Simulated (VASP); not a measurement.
# Si (Fd-3m) in VASP: notebook

The runs below take Si through single point, with r2SCAN, PBEsol.

Everything below comes from runs of VASP 6.6.1. Logs are shortened: lines on timing, memory, paths and dates and some standing lists are left out, and cuts for length are marked.

## Step 1: Starting point

Symmetry: Fd-3m, No. 227, cubic system. The conventional cell has a = 5.431 Å, b = 5.431 Å, c = 5.431 Å, α = 90.00°, β = 90.00°, γ = 90.00°. Si (site symmetry -43m) is surrounded by 4 Si at 2.35 Å.

## Step 2: Single point, r2SCAN

POSCAR reads:

```
Si
1.0
    0.0000000000      2.7154700000      2.7154700000
    2.7154700000      0.0000000000      2.7154700000
    2.7154700000      2.7154700000      0.0000000000
Si
2
Direct
    0.5000000000      0.5000000000      0.5000000000
    0.7500000000      0.7500000000      0.7500000000
```

INCAR.step1 reads:

```
SYSTEM = Si
PREC     = Accurate       ! precision mode
ENCUT    = 520            ! plane-wave cutoff, eV
ISMEAR   = -1             ! smearing method
SIGMA    = 0.08           ! smearing width, eV
LREAL    = .FALSE.        ! projectors in reciprocal space
LASPH    = .TRUE.         ! aspherical terms in the spheres
NELM     = 100            ! most SCF steps
NBANDS   = 11             ! bands
GGA      = PE             ! functional
ALGO     = Normal         ! electronic algorithm
EDIFF    = 1E-4           ! SCF threshold, eV
LWAVE    = .TRUE.         ! write WAVECAR
LCHARG   = .FALSE.        ! write CHGCAR
```

INCAR.step2 reads:

```
SYSTEM = Si
PREC     = Accurate       ! precision mode
ENCUT    = 520            ! plane-wave cutoff, eV
EDIFF    = 1E-6           ! SCF threshold, eV
ISMEAR   = -1             ! smearing method
SIGMA    = 0.08           ! smearing width, eV
LREAL    = .FALSE.        ! projectors in reciprocal space
LASPH    = .TRUE.         ! aspherical terms in the spheres
NELM     = 100            ! most SCF steps
ALGO     = Normal         ! electronic algorithm
ISIF     = 2              ! what is computed and relaxed
LWAVE    = .FALSE.        ! write WAVECAR
LCHARG   = .FALSE.        ! write CHGCAR
METAGGA  = R2SCAN         ! meta-GGA
LMIXTAU  = .TRUE.       
NBANDS   = 11             ! bands
ISTART   = 1
```

KPOINTS reads:

```
regular mesh
0
G
  11 11 11
  0 0 0
```

Potentials or basis: VASP PAW PBE potentials, release 64 (Si).

The run is started by

```bash
cat potpaw_PBE.64/Si/POTCAR > POTCAR
cp INCAR.step1 INCAR
mpirun -np 1 vasp_std > vasp.out
cp INCAR.step2 INCAR
mpirun -np 1 vasp_std > vasp.out
```

OUTCAR:

```text
SYSTEM = Si
   PREC = Accurate
   ENCUT = 520
   EDIFF = 1E-6
   ISMEAR = -1
   LREAL = .FALSE.
   LASPH = .TRUE.
   NELM = 100
   ISIF = 2
   METAGGA = R2SCAN
   ISTART = 1

 ion  position               nearest neighbor table
   1  0.500  0.500  0.500-   2 2.35   2 2.35   2 2.35   2 2.35
   2  0.750  0.750  0.750-   1 2.35   1 2.35   1 2.35   1 2.35

  LATTYP: Found a face centered cubic cell.
 ALAT       =     5.4309400000

  Lattice vectors:

 A1 = (   0.0000000000,   2.7154700000,   2.7154700000)
 A2 = (   2.7154700000,   0.0000000000,   2.7154700000)
 A3 = (   2.7154700000,   2.7154700000,   0.0000000000)

Analysis of symmetry for initial positions (statically):
=====================================================================
 Subroutine PRICEL returns:
 Original cell was already a primitive cell.

 Routine SETGRP: Setting up the symmetry group for a
 face centered cubic supercell.

 Subroutine GETGRP returns: Found 48 space group operations
 (whereof 24 operations were pure point group operations)
 out of a pool of 48 trial point group operations.

The static configuration has the point symmetry T_d .
 The point group associated with its full space group is O_h .

Analysis of symmetry for dynamics (positions and initial velocities):
=====================================================================
 Subroutine PRICEL returns:
 Original cell was already a primitive cell.

 Routine SETGRP: Setting up the symmetry group for a
 face centered cubic supercell.

 Subroutine GETGRP returns: Found 48 space group operations
 (whereof 24 operations were pure point group operations)
 out of a pool of 48 trial point group operations.

The dynamic configuration has the point symmetry T_d .
 The point group associated with its full space group is O_h .

 Subroutine INISYM returns: Found 48 space group operations
 (whereof 24 operations are pure point group operations),
 and found     1 'primitive' translations

----------------------------------------------------------------------------------------

                                     Primitive cell

  volume of cell :      40.0465

  direct lattice vectors                    reciprocal lattice vectors
     0.000000000  2.715470000  2.715470000    -0.184130187  0.184130187  0.184130187
     2.715470000  0.000000000  2.715470000     0.184130187 -0.184130187  0.184130187
     2.715470000  2.715470000  0.000000000     0.184130187  0.184130187 -0.184130187

  length of vectors
     3.840254502  3.840254502  3.840254502     0.318922840  0.318922840  0.318922840

  position of ions in fractional coordinates (direct lattice)
     0.500000000  0.500000000  0.500000000
     0.750000000  0.750000000  0.750000000

  ion indices of the primitive-cell ions
   primitive index   ion index
                 1           1
                 2           2

----------------------------------------------------------------------------------------

 KPOINTS: regular mesh

Automatic generation of k-mesh.
 Grid dimensions read from file:
 generate k-points for:   11   11   11

 Generating k-lattice:

  Cartesian coordinates                     Fractional coordinates (reciprocal lattice)
    -0.016739108  0.016739108  0.016739108     0.090909091  0.000000000  0.000000000
     0.016739108 -0.016739108  0.016739108     0.000000000  0.090909091  0.000000000
     0.016739108  0.016739108 -0.016739108     0.000000000  0.000000000  0.090909091

  Length of vectors
     0.028992985  0.028992985  0.028992985

  Shift w.r.t. Gamma in fractional coordinates (k-lattice)
     0.000000000  0.000000000  0.000000000

 Subroutine IBZKPT returns following result:
 ===========================================

 Found     56 irreducible k-points:

 Following reciprocal coordinates:
            Coordinates               Weight
  0.000000  0.000000  0.000000      1.000000
  0.090909  0.000000  0.000000      8.000000
  0.181818  0.000000  0.000000      8.000000
  0.272727  0.000000  0.000000      8.000000
  0.363636  0.000000  0.000000      8.000000
  0.454545  0.000000  0.000000      8.000000
[... 16 lines left out ...]
 -0.272727  0.181818  0.000000     24.000000
 -0.181818  0.181818  0.000000     12.000000
 [... further k-points ...]
   k-points           NKPTS =     56   k-points in BZ     NKDIM =     56   number of bands    NBANDS=     11
   number of dos      NEDOS =    301   number of ions     NIONS =      2
   total plane-waves  NPLWV =  27000
   dimension x,y,z NGX =    30 NGY =   30 NGZ =   30
   dimension x,y,z NGXF=    60 NGYF=   60 NGZF=   60
   ions per type =               2
   NGX,Y,Z   is equivalent  to a cutoff of  12.99, 12.99, 12.99 a.u.
   NGXF,Y,Z  is equivalent  to a cutoff of  25.97, 25.97, 25.97 a.u.
 SYSTEM =  Si
   PREC   = accura    normal or accurate (medium, high low for compatibility)
   ISTART =      1    job   : 0-new  1-cont  2-samecut
   ICHARG =      0    charge: 1-file 2-atom 10-const
   ISPIN  =      1    spin polarized calculation?
   LNONCOLLINEAR =      F non collinear calculations
   LSORBIT =      F    spin-orbit coupling
   LASPH  =      T    aspherical Exc in radial PAW
   ENCUT  =  520.0 eV  38.22 Ry    6.18 a.u.   7.14  7.14  7.14*2*pi/ulx,y,z
   NELM   =    100;   NELMIN=  2; NELMDL=  0     # of ELM steps
   EDIFF  = 0.1E-05   stopping-criterion for ELM
   LREAL  =      F    real-space projection
[... 7 lines left out ...]
   TEBEG  =    0.0;   TEEND  =   0.0 temperature during run
   PSTRESS=    0.0 pullay stress
   NELECT =       8.0000    total number of electrons
   NUPDOWN=      -1.0000    fix difference up-down
   EMIN   =  10.00;   EMAX   =-10.00  energy-range for DOS
   EFERMI =   0.00;   METHOD = LEGACY
   ISMEAR =    -1;   SIGMA  =   0.08  broadening in eV -4-tet -1-fermi 0-gaus
   EFERMI_NEDOS =   21; number of points for ismear=-14 and -15
   IALGO  =     38    algorithm
   IMIX   =      4    mixing-type and parameters
     AMIX     =   0.40;   BMIX     =  1.00
     AMIX_MAG =   1.60;   BMIX_MAG =  1.00
  volume/ion in A,a.u.               =      20.02       135.12
  Fermi-wavevector in a.u.,A,eV,Ry     =   0.957010  1.808487 12.461143  0.915868
  Thomas-Fermi vector in A             =   2.085990
   LORBIT       =      0    0 simple, 1 ext, 2 COOP (PROOUT), +10 PAW based schemes
   METAGGA = R2SCAN    functional components
   LHFCALC =     F    Hartree Fock is set to
   AEXX    =    0.0000 exact exchange contribution
   IVDW    =     0    specifies the selected vdW correction
   LEPSILON=     F    determine dielectric tensor
   LRPA    =     F    only Hartree local field effects (RPA)
 non-spin polarized calculation
  energy-cutoff  :      520.00
  volume of cell :       40.05
 maximum number of plane-waves:      1092
 NGX is ok and might be reduce to    30
   NGX = 15   NGY = 15   NGZ = 15

 number of electron       8.0000000 magnetization

 Free energy of the ion-electron system (eV)
  ---------------------------------------------------
  ext. energy  EPLUGINS =         0.00000000
  ---------------------------------------------------
  free energy    TOTEN  =       -17.54995649 eV

  energy without entropy =      -17.54985590  energy(sigma->0) =      -17.54990620

 E-fermi :   6.1127     XC(G=0):  -9.8545

 val. band max:        5.7364312320   @ k =   0.0000   0.0000   0.0000
 cond. band min:       6.5370319398   @ k =   0.4545   0.4545   0.0000
 fundamental gap:      0.8006007078
 Fermi energy:         6.1127494521

 k-point     1 :       0.0000    0.0000    0.0000
  band No.  band energies     occupation
      1      -6.7888      2.00000
      2       5.7364      1.98204
      3       5.7364      1.98204
      4       5.7364      1.98204
      5       8.4949      0.00000
      6       8.4949      0.00000
      7       8.4949      0.00000
      8       9.7241      0.00000
      9      13.8630      0.00000
     10      13.8630      0.00000
     11      14.4400      0.00000

 k-point     2 :       0.0909    0.0000    0.0000
  band No.  band energies     occupation
      1      -6.6749      2.00000
      2       4.7336      2.00000
      3       5.5593      1.99802
      4       5.5593      1.99802
      5       8.6004      0.00000
      6       8.7565      0.00000
      7       8.7566      0.00000
      8      10.4557      0.00000
      9      13.5575      0.00000
     10      13.5575      0.00000
     11      14.8947      0.00000

 k-point     3 :       0.1818    0.0000    0.0000
  band No.  band energies     occupation
      1      -6.3374      2.00000
      2       2.9863      2.00000
      3       5.1976      1.99998
      4       5.1976      1.99998
      5       8.3562      0.00000
      6       9.2601      0.00000
      7       9.2601      0.00000
      8      12.0626      0.00000
      9      13.2071      0.00000
     10      13.2071      0.00000
     11      15.6179      0.00000

 k-point     4 :       0.2727    0.0000    0.0000
  band No.  band energies     occupation
      1      -5.7938      2.00000
      2       1.2437      2.00000
      3       4.8530      2.00000
      4       4.8530      2.00000
      5       8.0280      0.00000
      6       9.5233      0.00000
      7       9.5233      0.00000
      8      13.5279      0.00000
      9      13.5279      0.00000
     10      13.6616      0.00000
     11      15.3757      0.00000
[... 239 lines left out ...]
 k-point    22 :      -0.3636    0.1818    0.0000
  band No.  band energies     occupation
      1      -4.2472      2.00000
      2      -0.9176      2.00000
      3       2.3579      2.00000
      4       4.1575      2.00000
      5       8.2983      0.00000
      6      10.4338      0.00000
      7      10.5229      0.00000
      8      14.0180      0.00000
      9      14.0834      0.00000
     10      15.0335      0.00000
     11      17.8870      0.00000

 k-point    23 :      -0.2727    0.1818    0.0000
  band No.  band energies     occupation
      1      -4.9561      2.00000
      2       0.2636      2.00000
      3       2.4380      2.00000
      4       4.5674      2.00000
      5       8.6924      0.00000
      6      10.2725      0.00000
      7      10.4693      0.00000
      8      12.6327      0.00000
      9      12.6745      0.00000
     10      16.5849      0.00000
     11      18.4712      0.00000

 k-point    24 :      -0.1818    0.1818    0.0000
  band No.  band energies     occupation
      1      -5.6062      2.00000
      2       1.5229      2.00000
      3       2.9378      2.00000
      4       5.0061      2.00000
      5       9.0486      0.00000
      6       9.7549      0.00000
      7      10.1300      0.00000
      8      11.9166      0.00000
      9      12.2038      0.00000
     10      16.4521      0.00000
     11      17.1807      0.00000

 [... further k-points ...]

------------------------ aborting loop because EDIFF is reached ----------------------------------------

  FORCE on cell =-STRESS in cart. coord.  units (eV):
  Direction    XX          YY          ZZ          XY          YZ          ZX
  --------------------------------------------------------------------------------------
  -------------------------------------------------------------------------------------
  Total        0.1201692      0.1201692      0.1201692      0.0000000      0.0000000      0.0000000
  in kB        4.8077144      4.8077144      4.8077144      0.0000000      0.0000000      0.0000000
  external PRESSURE =       4.8077144 kB  Pullay stress =       0.0000000 kB

 VOLUME and BASIS-vectors are now :
 -----------------------------------------------------------------------------
  energy-cutoff  :      520.00
  volume of cell :       40.05
      direct lattice vectors                 reciprocal lattice vectors
     0.000000000  2.715470000  2.715470000    -0.184130187  0.184130187  0.184130187
     2.715470000  0.000000000  2.715470000     0.184130187 -0.184130187  0.184130187
     2.715470000  2.715470000  0.000000000     0.184130187  0.184130187 -0.184130187

 POSITION                                       TOTAL-FORCE (eV/Angst)
 -----------------------------------------------------------------------------------
      2.71547      2.71547      2.71547        -0.000000     -0.000000     -0.000000
      4.07320      4.07320      4.07320         0.000000      0.000000      0.000000
 -----------------------------------------------------------------------------------
    total drift:                                0.000000     -0.000000     -0.000000

  FREE ENERGIE OF THE ION-ELECTRON SYSTEM (eV)
  ---------------------------------------------------
  free  energy   TOTEN  =       -17.5499564883 eV

  energy  without entropy=      -17.5498559019  energy(sigma->0) =      -17.54990620
```

Run time: 51 s. Hardware: 1 thread of AMD EPYC 9R45 (Zen 5), shared host; peak memory 0.14 GiB.

What came out:

| Quantity | Value |
| --- | --- |
| Free energy | -17.5500 eV |
| Pressure | 0.5 GPa |
| Band gap on the k mesh | 0.80 eV, indirect (least direct gap 2.76 eV) |

Caveat: the PAW data sets were made with another functional, which shifts forces and pressure a little; an odd mesh through Γ misses points on the zone boundary, where band edges often lie.

## Step 3: Single point, PBEsol (functional pbesol, volume scaled by 0.96)

INCAR reads:

```
SYSTEM = Si
PREC = Accurate ; ENCUT = 520
EDIFF = 1E-7 ; ISMEAR = -1
SIGMA = 0.08 ; LREAL = .False.
LASPH = .True. ; NELM = 100
ALGO = Fast ; ISIF = 2
LWAVE = .False. ; LCHARG = .False.
GGA = PS ; NBANDS = 11
```

KPOINTS reads:

```
Automatic mesh
0
Gamma
  11 11 11
  0 0 0
```

POSCAR reads:

```
Si
1.0
    0.0000000000      2.6787699606      2.6787699606
    2.6787699606      0.0000000000      2.6787699606
    2.6787699606      2.6787699606      0.0000000000
Si
2
Direct
    0.5000000000      0.5000000000      0.5000000000
    0.7500000000      0.7500000000      0.7500000000
```

Potentials or basis: VASP PAW PBE potentials, release 64 (Si).

The run is started by

```bash
cat potpaw_PBE.64/Si/POTCAR > POTCAR
mpirun -np 1 vasp_std > vasp.out
```

Wall time 13 s (1 thread of AMD EPYC 9R45 (Zen 5), shared host); peak memory 0.12 GiB.

The run converged. Its results:

| Item | Value |
| --- | --- |
| Free energy | -11.4703 eV |
| Pressure | 4.5 GPa |
| Band gap on the k mesh | 0.40 eV, indirect (least direct gap 2.53 eV) |

Levels at points of the mesh, in eV from the valence-band top:
```csv
k point,band 1,band 2,band 3,band 4,band 5,band 6,band 7,band 8
"(0.00, 0.00, 0.00)",-12.28,0.00,0.00,0.00,2.53,2.53,2.53,3.79
```

Caveat: the PAW data sets were made with another functional, which shifts forces and pressure a little; an odd mesh through Γ misses points on the zone boundary, where band edges often lie.
